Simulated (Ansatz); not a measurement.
# AgBr: how the settings move a relaxation

Aim: see which settings change the result for AgBr, by how much, and at what cost.

Program: Ansatz 0.2.0. Level of theory: reference: DFT, PBEsol, PAW with Ansatz's default frozen-core files, scalar-relativistic. These are calculated values, not measurements.

1 further run of the same task is left out (it didn't finish).

## 1. The starting structure

It takes space group Fm-3m (No. 225, cubic). The conventional cell has a = 5.136 Å, b = 5.136 Å, c = 5.136 Å, α = 90.00°, β = 90.00°, γ = 90.00°. Around Ag (site symmetry m-3m) lie 6 Br at 2.57 Å. Around Br (site symmetry m-3m) lie 6 Ag at 2.57 Å.

Coordinates:

```
Ag Br
1.0
     0.00000    2.56797    2.56797
     2.56797    0.00000    2.56797
     2.56797    2.56797    0.00000
Ag Br
1 1
Direct
  0.00000 0.00000 0.00000
  0.50000 0.50000 0.50000
```

## 2. The reference run

The input, input.yaml:

```yaml
crystal:
  lattice:
    - [0.0, 2.5679688544, 2.5679688544]
    - [2.5679688544, 0.0, 2.5679688544]
    - [2.5679688544, 2.5679688544, 0.0]
  atoms:
    - { symbol: Ag, position: [0.0, 0.0, 0.0] }
    - { symbol: Br, position: [0.5, 0.5, 0.5] }
kpoints:
  mp_grid: { grid: [8, 8, 8] }
scf:
  occupations: { method: fermi_dirac, width: 0.03 }
hamiltonian:
  xc: pbesol
  pseudopotentials: { kind: paw }
output:
  forces: true
  stress: true
  write_density: true
  write_potential: true
  elf: true
  volumetric_format: npy
relax:
  f_tol: 0.01
  max_steps: 30
```

Launch:

```bash
ansatz run input.yaml --threads 1 --pin off --max-ram 2048MiB --backend cpu --events-out ev --progress --plain --runs-dir out
```

## 3. Changed: mp_grid.grid [4, 4, 4], hubbard.sites [{species: Ag, l: d, u_eff: 2.0}], hubbard.double_counting fll, xc_grid 3

Changes to input.yaml since step 2:

```diff
@@ -9,3 +9,3 @@
 kpoints:
-  mp_grid: { grid: [8, 8, 8] }
+  mp_grid: { grid: [4, 4, 4] }
 scf:
@@ -15,2 +15,3 @@
   pseudopotentials: { kind: paw }
+  hubbard: { sites: [{ species: Ag, l: d, u_eff: 2.0 }], double_counting: fll }
 output:
@@ -18,6 +19,2 @@
   stress: true
-  write_density: true
-  write_potential: true
-  elf: true
-  volumetric_format: npy
 relax:
@@ -25 +22,3 @@
   max_steps: 30
+basis:
+  xc_grid: 3
```

Before running it: what results should come out? Wanted: for each run, ending; energy change; pressure; gap; force.

As calculated:

| run | ending | energy change | pressure (GPa) | gap (eV) | force (eV/Å) | cycles | time |
| --- | --- | --- | --- | --- | --- | --- | --- |
| reference | converged | 0 | 34.7 | 0.57 | 0.00 | 6 | 1.3 s |
| 1: mp_grid.grid [4, 4, 4], hubbard.sites [{species: Ag, l: d, u_eff: 2.0}], hubbard.double_counting fll, xc_grid 3 | converged | +80.3 meV/atom (U changed: no physical gain or loss) | 36.5 | 0.89 | 0.00 | 7 | 1.2 s |

Times don't compare one to one where runs were asked for different outputs or read a saved state (see the inputs); cycles may leave out searches for a lower state.

What this shows: Changing the k-point mesh, Hubbard U and numerical grids moves the energy by +80.3 meV/atom, and the pressure goes from 34.7 to 36.5 GPa and the gap on the mesh goes from 0.57 to 0.89 eV. The U term adds an energy of its own, so the shift says nothing about which run is better. A gap read on a mesh depends on which points the mesh holds, and a coarse mesh shifts the density too. A changed U is a change of model: its shifts are not errors of convergence. The structure is not at rest: the sound run finds 35 GPa, so these are no properties of the relaxed crystal. Symmetry fixes the atoms and the cell is held, so no setting can move this relaxation. 
